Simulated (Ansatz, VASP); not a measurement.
**Two plane-wave programs on Cd**

```
Cd
1.0
     3.00508    0.00000    0.00000
    -1.50254    2.60248    0.00000
     0.00000    0.00000    2.80787
Cd
1
Direct
  0.00000 0.00000 0.00000
```

Alike in both runs: task relaxation of cell and atoms; functional r2SCAN; k mesh 6 × 6 × 6; occupations gaussian, width 0.1 eV; no spin polarisation.

```csv
,VASP,Ansatz
version,VASP 6.6.1,Ansatz 0.2.0
potentials or method,"VASP PAW PBE potentials, release 64 (Cd)","scalar-relativistic, plane waves, PAW"
plane-wave cutoff (eV),600,500
valence electrons in the cell,12,20
```

```csv
,VASP,Ansatz,Ansatz less VASP
"gap on the k mesh at the Fermi level, each at its own relaxed structure (eV)",none,none,-
relaxed volume (Å³/atom),23.74,23.57,-0.170
relaxed cell length with the largest relative difference (Å),3.050,3.037,-0.0130
energy change over the relaxation (meV/atom),-68,-65,+3.3
```

A gap of «none» marks a metal or a gap that the smearing closes. The two sets of potentials don't hold the same shells in valence.

Caveats: the k mesh is coarse (spacing up to 0.40 Å⁻¹), so the values aren't converged; the PAW data sets were made with another functional, which shifts forces and pressure a little (VASP).
